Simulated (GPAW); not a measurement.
# BeTe (F-43m) in GPAW: convergence with k mesh

Aim: find how far k mesh must go before the results for BeTe settle, at LDA. This setting moves, with any that are tied to it; all else stays.

All numbers are computed with GPAW 26.7.0; they aren't measurements. Logs are shortened: lines on timing, memory, paths and dates and some standing lists are left out, and cuts for length are marked. The log counts tension as positive stress, the text compression.

### 1 Starting point

The structure is cubic, space group F-43m (No. 216). Conventional cell: a = 5.540 Å, b = 5.540 Å, c = 5.540 Å, α = 90.00°, β = 90.00°, γ = 90.00°. Te (site symmetry -43m) has 4 Be at 2.40 Å as nearest neighbours. Be (site symmetry -43m) is surrounded by 4 Te at 2.40 Å.

### 2 With k mesh 2 × 2 × 2

Contents of run.py:

```python
import json
import numpy as np
import spglib
from ase import Atoms
from ase.dft.bandgap import bandgap
from ase.io import read, write
from gpaw import GPAW, PW
from gpaw.response.g0w0 import G0W0

atoms = read('BeTe.cif')
cell, positions, numbers = spglib.find_primitive(
    (atoms.cell[:], atoms.get_scaled_positions(), atoms.numbers), symprec=1e-4)
atoms = Atoms(numbers, cell=cell, scaled_positions=positions, pbc=True)

calc = GPAW(mode=PW(650),
            xc='LDA',
            kpts={'size': (2, 2, 2), 'gamma': True},
            occupations={'name': 'fermi-dirac', 'width': 0.001},
            nbands=11,
            convergence={'density': 1e-06},
            maxiter=150,
            txt='gpaw.txt')
atoms.calc = calc
energy = atoms.get_potential_energy()
calc.write('gs.gpw')
write('result.traj', atoms)
print(f'Energy: {energy:.6f} eV')
print('Fermi level:', round(calc.get_fermi_level(), 4), 'eV')
print(f'Gap: {bandgap(calc)[0]:.4f} eV, direct: {bandgap(calc, direct=True)[0]:.4f} eV')

calc.diagonalize_full_hamiltonian(nbands=73)
calc.write('full.gpw', mode='all')

ibz = calc.get_ibz_k_points()
gap, vbm, cbm = bandgap(calc, output=None)
gap, direct, _ = bandgap(calc, direct=True, output=None)
gamma = int(np.abs(ibz).sum(1).argmin())
kpts = sorted({gamma, vbm[1], cbm[1], direct[1]})
gw = G0W0(calc='full.gpw',
          filename='gw',
          ecut=80,
          ecut_extrapolation=False,
          relbands=(-1, 1),
          kpts=kpts,
          integrate_gamma='WS',
          nbands=69,
          ppa=True)
gw.calculate()
results = {mode: {key: np.asarray(r[key]).tolist() for key in ['f', 'eps', 'vxc', 'exx', 'sigma', 'Z', 'qp', 'sigma_eskn']}
           for mode, r in gw.all_results.items()}
json.dump({'kpts': ibz[kpts].tolist(), 'results': results}, open('gw.json', 'w'))
for mode, r in results.items():
    f, qp = np.array(r['f']), np.array(r['qp'])
    print(mode, 'quasiparticle energies (eV):')
    print(qp.round(3))
    print(mode, 'gap:', round(qp[f < 0.5].min() - qp[f > 0.5].max(), 4), 'eV')
```

Contents of BeTe.cif:

```cif
data_BeTe
_cell_length_a 5.54000000
_cell_length_b 5.54000000
_cell_length_c 5.54000000
_cell_angle_alpha 90.00000000
_cell_angle_beta 90.00000000
_cell_angle_gamma 90.00000000
_space_group_name_H-M_alt 'F-43m'
_space_group_name_Hall 'F -4 2 3'
_space_group_IT_number 216
loop_
_space_group_symop_operation_xyz
'x,y,z'
'y,-x,-z'
'-x,-y,z'
'-y,x,-z'
'x,-y,-z'
'y,x,z'
'-x,y,-z'
'-y,-x,z'
'z,x,y'
'-z,y,-x'
'z,-x,-y'
'-z,-y,x'
'-z,x,-y'
'z,y,x'
'-z,-x,y'
'z,-y,-x'
'y,z,x'
'-x,-z,y'
'-y,z,-x'
'x,-z,-y'
'-y,-z,x'
'x,z,y'
'y,-z,-x'
'-x,z,-y'
'x,y+1/2,z+1/2'
'y,-x+1/2,-z+1/2'
'-x,-y+1/2,z+1/2'
'-y,x+1/2,-z+1/2'
'x,-y+1/2,-z+1/2'
'y,x+1/2,z+1/2'
'-x,y+1/2,-z+1/2'
'-y,-x+1/2,z+1/2'
'z,x+1/2,y+1/2'
'-z,y+1/2,-x+1/2'
'z,-x+1/2,-y+1/2'
'-z,-y+1/2,x+1/2'
'-z,x+1/2,-y+1/2'
'z,y+1/2,x+1/2'
'-z,-x+1/2,y+1/2'
'z,-y+1/2,-x+1/2'
'y,z+1/2,x+1/2'
'-x,-z+1/2,y+1/2'
'-y,z+1/2,-x+1/2'
'x,-z+1/2,-y+1/2'
'-y,-z+1/2,x+1/2'
'x,z+1/2,y+1/2'
'y,-z+1/2,-x+1/2'
'-x,z+1/2,-y+1/2'
'x+1/2,y,z+1/2'
'y+1/2,-x,-z+1/2'
'-x+1/2,-y,z+1/2'
'-y+1/2,x,-z+1/2'
'x+1/2,-y,-z+1/2'
'y+1/2,x,z+1/2'
'-x+1/2,y,-z+1/2'
'-y+1/2,-x,z+1/2'
'z+1/2,x,y+1/2'
'-z+1/2,y,-x+1/2'
'z+1/2,-x,-y+1/2'
'-z+1/2,-y,x+1/2'
'-z+1/2,x,-y+1/2'
'z+1/2,y,x+1/2'
'-z+1/2,-x,y+1/2'
'z+1/2,-y,-x+1/2'
'y+1/2,z,x+1/2'
'-x+1/2,-z,y+1/2'
'-y+1/2,z,-x+1/2'
'x+1/2,-z,-y+1/2'
'-y+1/2,-z,x+1/2'
'x+1/2,z,y+1/2'
'y+1/2,-z,-x+1/2'
'-x+1/2,z,-y+1/2'
'x+1/2,y+1/2,z'
'y+1/2,-x+1/2,-z'
'-x+1/2,-y+1/2,z'
'-y+1/2,x+1/2,-z'
'x+1/2,-y+1/2,-z'
'y+1/2,x+1/2,z'
'-x+1/2,y+1/2,-z'
'-y+1/2,-x+1/2,z'
'z+1/2,x+1/2,y'
'-z+1/2,y+1/2,-x'
'z+1/2,-x+1/2,-y'
'-z+1/2,-y+1/2,x'
'-z+1/2,x+1/2,-y'
'z+1/2,y+1/2,x'
'-z+1/2,-x+1/2,y'
'z+1/2,-y+1/2,-x'
'y+1/2,z+1/2,x'
'-x+1/2,-z+1/2,y'
'-y+1/2,z+1/2,-x'
'x+1/2,-z+1/2,-y'
'-y+1/2,-z+1/2,x'
'x+1/2,z+1/2,y'
'y+1/2,-z+1/2,-x'
'-x+1/2,z+1/2,-y'
loop_
_atom_site_label
_atom_site_type_symbol
_atom_site_symmetry_multiplicity
_atom_site_Wyckoff_symbol
_atom_site_fract_x
_atom_site_fract_y
_atom_site_fract_z
_atom_site_occupancy
Te1 Te 4 c 0.2500000000 0.2500000000 0.2500000000 1
Be1 Be 4 a 0.0000000000 0.0000000000 0.0000000000 1
```

Potentials or basis: the program's PAW data sets (release 1.2.1) made for this functional, pw.

Launch:

```console
$ OMP_NUM_THREADS=1 python run.py
```

Run time: 15 s. Hardware: 1 thread of Arm Neoverse V2, shared host; peak memory 0.37 GiB.

What came out:

```
Free energy                              : -6.9729 eV
Band gap on the k mesh, mean-field level : 1.58 eV, indirect (least direct gap 3.43 eV)
Quasiparticle gap                        : 2.20 eV
Least direct quasiparticle gap           : 4.29 eV
```

### 3 With k mesh 3 × 3 × 3

Changes to run.py since step 2:

```diff
@@ -16,3 +16,3 @@
             xc='LDA',
-            kpts={'size': (2, 2, 2), 'gamma': True},
+            kpts={'size': (3, 3, 3), 'gamma': True},
             occupations={'name': 'fermi-dirac', 'width': 0.001},
```

BeTe.cif is that of step 2.

Potentials or basis: the program's PAW data sets (release 1.2.1) made for this functional, pw.

Launch:

```console
$ OMP_NUM_THREADS=1 python run.py
```

Wall time 24 s (1 thread of Arm Neoverse V2, shared host); peak memory 0.37 GiB.

Results:

```
Free energy                              : -8.4568 eV
Band gap on the k mesh, mean-field level : 2.08 eV, indirect (least direct gap 3.54 eV)
Quasiparticle gap                        : 2.69 eV
Least direct quasiparticle gap           : 4.34 eV
```

### 4 With k mesh 4 × 4 × 4

Changes to run.py since step 3:

```diff
@@ -16,3 +16,3 @@
             xc='LDA',
-            kpts={'size': (3, 3, 3), 'gamma': True},
+            kpts={'size': (4, 4, 4), 'gamma': True},
             occupations={'name': 'fermi-dirac', 'width': 0.001},
```

BeTe.cif is that of step 3.

Launch:

```console
$ OMP_NUM_THREADS=1 python run.py
```

Wall time 54 s (1 thread of Arm Neoverse V2, shared host); peak memory 0.38 GiB.

Results (log left out):

* Free energy: -8.7235 eV
* Band gap on the k mesh, mean-field level: 1.75 eV, indirect (least direct gap 3.57 eV)
* Quasiparticle gap: 2.36 eV
* Least direct quasiparticle gap: 4.38 eV

### 5 With k mesh 5 × 5 × 5

Changes to run.py since step 4:

```diff
@@ -16,3 +16,3 @@
             xc='LDA',
-            kpts={'size': (4, 4, 4), 'gamma': True},
+            kpts={'size': (5, 5, 5), 'gamma': True},
             occupations={'name': 'fermi-dirac', 'width': 0.001},
```

BeTe.cif is that of step 4.

Launch:

```console
$ OMP_NUM_THREADS=1 python run.py
```

Wall time 91 s (1 thread of Arm Neoverse V2, shared host); peak memory 0.38 GiB.

The run converged. Its results:

| Property | Result |
| --- | --- |
| Free energy | -8.7861 eV |
| Band gap on the k mesh, mean-field level | 1.90 eV, indirect (least direct gap 3.58 eV) |
| Quasiparticle gap | 2.52 eV |
| Least direct quasiparticle gap | 4.39 eV |

### 6 With k mesh 6 × 6 × 6

Changes to run.py since step 5:

```diff
@@ -16,3 +16,3 @@
             xc='LDA',
-            kpts={'size': (5, 5, 5), 'gamma': True},
+            kpts={'size': (6, 6, 6), 'gamma': True},
             occupations={'name': 'fermi-dirac', 'width': 0.001},
```

BeTe.cif is that of step 5.

Potentials or basis: the program's PAW data sets (release 1.2.1) made for this functional, pw.

Launch:

```console
$ OMP_NUM_THREADS=1 python run.py
```

gpaw.txt:

```text
__  _  _
 | _ |_)|_||  |
 |__||  | ||/\| - 26.7.0

Input parameters:
  mode=PW(ecut=650.0),
  convergence={'density': 1e-06},
  kpts=MonkhorstPack(size=(6, 6, 6), gamma=True),
  maxiter=150,
  nbands=11,
  occupations=Occupations(name='fermi-dirac', width=0.001),
  xc=XC(name='LDA')

Diagonalizing LCAO Hamiltonian
Converting LCAO to pw mode

           Te

       Be

Atoms  # Å, Bohr magnetons
|   | symbol |        x |        y |        z |    initial magnetic moments |
|---|--------|----------|----------|----------|-----------------------------|
| 0 |     Te | 1.385000 | 1.385000 | 1.385000 | ( 0.0000,  0.0000,  0.0000) |
| 1 |     Be | 0.000000 | 0.000000 | 0.000000 | ( 0.0000,  0.0000,  0.0000) |

Unit cell  # Å
| periodic |        x |        y |        z |  lengths |    angles |
|----------|----------|----------|----------|----------|-----------|
|      yes | 0.000000 | 2.770000 | 2.770000 | 3.917372 | 60.000000 |
|      yes | 2.770000 | 0.000000 | 2.770000 | 3.917372 | 60.000000 |
|      yes | 2.770000 | 2.770000 | 0.000000 | 3.917372 | 60.000000 |

Number of symmetries: 24
Symmetry operations  # r_c * U_cc + t_c -> r_c
|    | kind |            matrix            |
|----|------|------------------------------|
|  0 |  E   |  1, 0, 0,  0, 1, 0,  0, 0, 1 |
|  1 |  σ   |  1, 0, 0,  0, 0, 1,  0, 1, 0 |
|  2 |  σ   |  1, 0,-1,  0, 1,-1,  0, 0,-1 |
|  3 |  C3  |  1, 0,-1,  0, 0,-1,  0, 1,-1 |
|  4 |  C3  |  1,-1, 0,  0,-1, 1,  0,-1, 0 |
|  5 |  σ   |  1,-1, 0,  0,-1, 0,  0,-1, 1 |
|  6 |  σ   |  0, 1, 0,  1, 0, 0,  0, 0, 1 |
|  7 |  C3  |  0, 1, 0,  0, 0, 1,  1, 0, 0 |
|  8 |  C2  |  0, 1,-1,  1, 0,-1,  0, 0,-1 |
|  9 |  S4  |  0, 1,-1,  0, 0,-1,  1, 0,-1 |
| 10 |  C3  |  0, 0, 1,  1, 0, 0,  0, 1, 0 |
| 11 |  σ   |  0, 0, 1,  0, 1, 0,  1, 0, 0 |
| 12 |  S4  |  0, 0,-1,  1, 0,-1,  0, 1,-1 |
| 13 |  C3  |  0, 0,-1,  0, 1,-1,  1, 0,-1 |
| 14 |  S4  |  0,-1, 1,  1,-1, 0,  0,-1, 0 |
| 15 |  C2  |  0,-1, 1,  0,-1, 0,  1,-1, 0 |
| 16 |  C3  |  0,-1, 0,  1,-1, 0,  0,-1, 1 |
| 17 |  S4  |  0,-1, 0,  0,-1, 1,  1,-1, 0 |
| 18 |  S4  | -1, 1, 0, -1, 0, 1, -1, 0, 0 |
| 19 |  C3  | -1, 1, 0, -1, 0, 0, -1, 0, 1 |
| 20 |  C3  | -1, 0, 1, -1, 1, 0, -1, 0, 0 |
| 21 |  S4  | -1, 0, 1, -1, 0, 0, -1, 1, 0 |
| 22 |  σ   | -1, 0, 0, -1, 1, 0, -1, 0, 1 |
| 23 |  C2  | -1, 0, 0, -1, 0, 1, -1, 1, 0 |

BZ-sampling:
  Number of BZ points: 216
  Number of IBZ points: 16

  Monkhorst-Pack size: [6, 6, 6]
  Monkhorst-Pack shift: [0.08333333333333333, 0.08333333333333333, 0.08333333333333333]

K-points  # in reciprocal-cell coordinates
|     |                                coordinates |     weight |
|-----|--------------------------------------------|------------|
|   0 | (  0.00000000,   0.00000000,   0.00000000) | 0.00462963 |
|   1 | (  0.16666667,   0.16666667,   0.00000000) | 0.02777778 |
|   2 | (  0.16666667,   0.16666667,   0.16666667) | 0.03703704 |
|   3 | (  0.33333333,   0.16666667,   0.16666667) | 0.05555556 |
|   4 | (  0.33333333,   0.33333333,  -0.33333333) | 0.05555556 |
|   5 | (  0.33333333,   0.33333333,   0.00000000) | 0.02777778 |
|   6 | (  0.33333333,   0.33333333,   0.16666667) | 0.11111111 |
|   7 | (  0.33333333,   0.33333333,   0.33333333) | 0.03703704 |
|   8 | (  0.50000000,   0.33333333,  -0.33333333) | 0.11111111 |
|   9 | (  0.50000000,   0.33333333,  -0.16666667) | 0.05555556 |
| ... |                                            |            |
|  15 | (  0.50000000,   0.50000000,   0.50000000) | 0.01851852 |

Plane wave coefficients: 1639
Cutoff: 650.0 eV

Spin-components: 1 (collinear spins)
Bands:           11
Projectors:      8
Spin-degeneracy: 2
Datatype:        complex128

Parallelization:
  kpt:    1
  domain: 1
  band:   1

Density:
  Valence electrons: 8.0
  Components: 1
  Grid points: [24 24 24]
  Charge: 0.0  # |e|

Potential:
  Grid points: [24 24 24]

species:
  Te:
    name:    Tellurium
    Z:       52.0
    valence: 6
    core:    46
    charge:  0.0  # [|e|]
    compensation charges:
      type: gauss
      rc: 0.36  # [Å]
      lmax: 2
    cutoffs:
      filter: 2.09  # [Å]
      core: 3.17  # [Å]
    projectors
    | kind |    occ | energy [eV] | rcut [Å] |
    |------|--------|-------------|----------|
    |   5s |  2.000 |     -15.337 |    1.180 |
    |   5p |  4.000 |      -6.113 |    1.196 |
    |    s |        |      11.875 |    1.180 |
    |    p |        |      21.098 |    1.196 |
    |    d |        |       0.000 |    1.238 |

    Using partial waves for Te as LCAO basis

  Be:
    name:    Beryllium
    Z:       4.0
    valence: 2
    core:    2
    charge:  0.0  # [|e|]
    compensation charges:
      type: gauss
      rc: 0.25  # [Å]
      lmax: 2
    cutoffs:
      filter: 1.42  # [Å]
      core: 1.84  # [Å]
    projectors
    | kind |    occ | energy [eV] | rcut [Å] |
    |------|--------|-------------|----------|
    |   2s |  2.000 |      -5.600 |    0.794 |
    |   2p |  0.000 |      -2.099 |    0.794 |
    |    s |        |      21.612 |    0.794 |

    Using partial waves for Be as LCAO basis

Reference energy: -185030.684589  # eV

eigensolver:
  PPCG
  Converge bands: occupied
  niter=2

density mixing:
  MSR1-Mixer
  Pratt-step length: 0.05
  Maximum mixing coefficient: 0.75
  Old densities: 10
  SVD Regularization: 0.005
  Good broyden scale: 1.0
  Trust region scale: 1.0
  Backstep threshold: 4.0
  History deletion threshold: 6.0
  Fourier metric: weight=20.0, sigma=0.015

occupation numbers:
  Fermi-Dirac:
    width: 0.0010  # eV

poisson solver:
  ecut: 5200.0  # eV

xc functional:
  name: None

convergence criteria:
- Maximum integral of absolute [dens]ity change: 1e-06 electrons / valence electron
- Maximum [total energy] change in last 3 cyles: 0.0005 eV / valence electron
- Maximum integral of absolute [eigenst]ate change: 4e-08 eV^2 / valence electron
maximum number of iterations: 150

SCF iterations
|iter     | |      energy | eigst |  dens |
|---------|-|-------------|-------|-------|
|iter:   1| |   -8.988823 | -0.13 |       |
|iter:   2| |   -8.964035 | -2.17 | -0.90 |
|iter:   3| |   -8.805846 | -2.25 | -0.93 |
|iter:   4| |   -8.802864 | -3.32 | -1.56 |
|iter:   5| |   -8.802964c| -4.72 | -2.11 |
|iter:   6| |   -8.802969c| -5.90 | -2.68 |
|iter:   7| |   -8.802969c| -7.57c| -3.72 |
|iter:   8| |   -8.802969c| -7.74c| -4.17 |
|iter:   9| |   -8.802969c| -8.59c| -5.56 |
|iter:  10| |   -8.802969c| -9.20c| -6.09c|

Converged in 10 steps
Energy contributions relative to reference atoms: (reference = -185030.684589)

Energy contributions:
  Kinetic:          18.618472
  Coulomb:         -16.697773
  Zero:              0.114953
  External:          0.000000
  Xc:              -10.838622
  Entropy:          -0.000000
  Spinorbit:         0.000000
  ----------------------------
  Free energy:      -8.802969
  Extrapolated:     -8.802969

dipole moment: (-11.296687, -11.296687, -11.296687)  # |e|*Ang

Fermi level: 6.545
Eigenvalues  # (at kpt = [0.000, 0.000, 0.000])
| band index |      eig [eV] | occ [0-2] |
|------------|---------------|-----------|
|          0 |        -7.368 |     2.000 |
|          1 |         5.295 |     2.000 |
|          2 |         5.295 |     2.000 |
|          3 |         5.295 |     2.000 |
|          4 |         8.875 |     0.000 |
|          5 |         8.875 |     0.000 |
|          6 |         8.875 |     0.000 |
|          7 |         9.355 |     0.000 |
|          8 |        13.582 |     0.000 |
|          9 |        15.968 |     0.000 |
|         10 |        16.299 |     0.000 |

Gap: 1.769 eV
Transition (v -> c):
  (s=0, k=0, n=3, [0.00, 0.00, 0.00]) -> (s=0, k=12, n=4, [0.50, 0.50, 0.00])
Direct/indirect transitions are different
Direct gap: 3.580 eV
Transition at: (s=0, k=0, n=3, [0.00, 0.00, 0.00])
# Writing to gs.gpw (mode='')

Matrix size: 1639x1639
# Writing to full.gpw (mode='all')
```

Run time: 3 min. Hardware: 1 thread of Arm Neoverse V2, shared host; peak memory 0.46 GiB.

Results:

| Item | Value |
| --- | --- |
| Free energy | -8.8030 eV |
| Band gap on the k mesh, mean-field level | 1.77 eV, indirect (least direct gap 3.58 eV) |
| Quasiparticle gap | 2.38 eV |
| Least direct quasiparticle gap | 4.39 eV |

### 7 Result

```csv
k mesh,"energy less the tightest run, at zero smearing (meV/atom)",gap on the mesh (eV),quasiparticle gap at the points computed (eV),SCF cycles,CPU time (s),peak memory (GiB)
2 × 2 × 2,915.03,1.577,2.197,10,15,0.37
3 × 3 × 3,173.10,2.079,2.693,10,24,0.37
4 × 4 × 4,39.76,1.752,2.359,10,54,0.38
5 × 5 × 5,8.42,1.905,2.518,10,91,0.38
6 × 6 × 6,0.00,1.769,2.377,10,180,0.46
```

Not settled before the last step: the energy (to 1 meV/atom), the gap on the mesh (to 0.01 eV), the quasiparticle gap at the points computed (to 0.05 eV). Meshes of other sizes hit other points, so gaps and Fermi surfaces needn't settle smoothly. The tightest run that finished is the yardstick and may itself not be fully converged.

Caveats: the quasiparticle gap is taken among the few k points that were corrected; the long-wavelength limit can be off by a per cent or two; spin-orbit coupling is left out, which moves the levels of the heavy elements.
